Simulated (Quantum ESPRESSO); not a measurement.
CoO: equation of state with rev-vdW-DF2

CoO:

```
Co O
1.0
     0.00000    2.13150    2.13150
     2.13150    0.00000    2.13150
     2.13150    2.13150    0.00000
Co O
1 1
Direct
  0.00000 0.00000 0.00000
  0.50000 0.50000 0.50000
```

```yaml
Program: Quantum ESPRESSO 7.5
Task: equation of state
Functional: rev-vdW-DF2
Potentials_or_basis: PseudoDojo 0.4.1 SR PBE standard
Cutoff: 1306 eV
Density_cutoff: 5225 eV
k_mesh: 9 × 9 × 9
Occupations: fermi-dirac, width 0.05 eV
Spin: collinear spin, ferromagnetic start
Starting_moments: "[2.0, 0.0] μB"
```

```yaml
Equilibrium_volume: 9.21 Å³/atom
Bulk_modulus: 172 GPa
Pressure_derivative_of_the_bulk_modulus: "3.7 (rough: it moves with the points fitted)"
```

Energy against volume, from the lowest point:
| volume (Å³/atom) | energy (meV/atom) |
| --- | --- |
| 9.103 | 0.26 |
| 9.297 | 0.00 |
| 9.490 | 4.16 |
| 9.684 | 12.05 |
| 9.878 | 23.25 |
| 10.071 | 37.60 |
| 10.265 | 54.93 |

All runs of the series together: 16 min on 1 thread of Arm Neoverse V1, with other jobs on the host.

Caveat: the potentials were made for another functional, which shifts forces and pressure.
